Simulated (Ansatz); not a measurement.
Input and command of a calculation in Ansatz (plane waves; scalar-relativistic PAW potentials unless the input names others):

```yaml
crystal:
  lattice:
    - [4.0730904663, 0.0, 0.0]
    - [0.0, 4.0730904663, 0.0]
    - [0.0, 0.0, 4.0730904663]
  atoms:
    - { symbol: Sc, position: [0.0, 0.0, 0.0] }
    - { symbol: Al, position: [0.5, 0.0, 0.5] }
    - { symbol: Al, position: [0.0, 0.5, 0.5] }
    - { symbol: Al, position: [0.5, 0.5, 0.0] }
basis:
  ecutwfc: 420
kpoints:
  mp_grid: { grid: [3, 3, 3] }
hamiltonian:
  xc: pbe
scf:
  occupations: { method: gaussian, width: 0.1 }
  initial_density: { chi_scale: 0.1 }
output:
  forces: true
  eigenvalues: true
  stress: true
```

```bash
ansatz run input.yaml --threads 1 --pin off --max-ram 1331MiB --backend cpu --events-out ev --progress --plain --runs-dir out
```

Abridged log:
```
Basis set: ecut = 420 eV, 1357 PW (Γ), exchange–correlation on 60×60×60 points (8 copies of the dense FFT grid, shifted against one another)
Bands: 14, of which v1, the nominal top of the filled ones, is band 10 counted from 1 (9 counted from 0)
Symmetry: 48 space group operations
k-points: 4 of 27
SCF iter   1: F=—  HF=-3750.214274 eV  |F-HF|=—  |Δ(HF+E_count)|=         —  Δρ=2.73e-2  dr2=8.79e-1  ethr=3.10e-3  ⟨swp⟩=5.0  Hψ=310  notcnv=0
SCF iter   2: F=—  HF=-3750.051062 eV  |F-HF|=—  |Δ(HF+E_count)|=   1.63e-1  Δρ=1.64e-2  dr2=2.25e-1  ethr=3.10e-3  ⟨swp⟩=2.0  Hψ=103  notcnv=0
SCF iter   3: F=—  HF=-3749.966891 eV  |F-HF|=—  |Δ(HF+E_count)|=   8.42e-2  Δρ=6.43e-3  dr2=4.19e-2  ethr=1.13e-3  ⟨swp⟩=3.0  Hψ=106  notcnv=0  defer=1
SCF iter   4: F=—  HF=-3749.954458 eV  |F-HF|=—  |Δ(HF+E_count)|=   1.24e-2  Δρ=8.77e-4  dr2=5.66e-4  ethr=2.10e-4  ⟨swp⟩=2.0  Hψ=89  notcnv=0  defer=1
SCF iter   5: F=—  HF=-3749.954313 eV  |F-HF|=—  |Δ(HF+E_count)|=   1.45e-4  Δρ=1.15e-4  dr2=1.20e-5  ethr=2.83e-6  ⟨swp⟩=2.2  Hψ=78  notcnv=0  defer=1
SCF iter   6: F=—  HF=-3749.954333 eV  |F-HF|=—  |Δ(HF+E_count)|=   2.01e-5  Δρ=1.36e-5  dr2=1.16e-7  ethr=6.01e-8  ⟨swp⟩=2.5  Hψ=80  notcnv=0  defer=1
SCF iter   7: F=-3749.954333 eV  HF=-3749.954333 eV  |F-HF|=3.00e-11  |Δ(HF+E_count)|=   2.52e-9  Δρ=2.16e-6  dr2=2.59e-9  ethr=5.00e-10  ⟨swp⟩=4.5  Hψ=200  notcnv=0
SCF 1 converged in 7 iterations: F = -3749.954333 eV  dr2 = 2.59e-9
SCF converged after 7 iterations
Free energy (F): -3749.954333 eV
Harris-Foulkes:  -3749.954333 eV  (|F-HF|=3.00e-11)
Internal energy: -3749.938629 eV  (E = F + TS)
E sigma→0 (E₀):  -3749.946481 eV
Entropy (-TS):   -0.015704 eV (-3.926 meV/atom)
Fermi energy:    9.247622 eV
--- Forces (eV/Å), atoms counted from 1 ---
  atom   1  Sc     0.00000000     0.00000000     0.00000000
  atom   2  Al     0.00000000     0.00000000     0.00000000
  atom   3  Al     0.00000000     0.00000000     0.00000000
  atom   4  Al     0.00000000     0.00000000     0.00000000
--- Stress (GPa, compression-positive) ---
        2.207818       0.000000       0.000000
        0.000000       2.207818       0.000000
        0.000000       0.000000       2.207818
  P = ⅓ Tr σ = 2.2078 GPa (22.078 kbar)
```

Apart from outputs and empty bands, the input differs from a reference run on usual settings in kpoints.mp_grid.grid: [10, 10, 10] → [3, 3, 3]; scf.initial_density.chi_scale: not typed → 0.1. The reference, at the same geometry (not necessarily relaxed), gave pressure 2.14 GPa, largest force 0.000 eV/Å, no gap on the mesh. This run converged in 7 SCF iterations (reference: 6) with an energy at zero smearing 43.97 meV/atom above the reference's, pressure 2.21 GPa, largest force 0.000 eV/Å, no gap on the mesh. Its k mesh is looser than usual, and the result moved.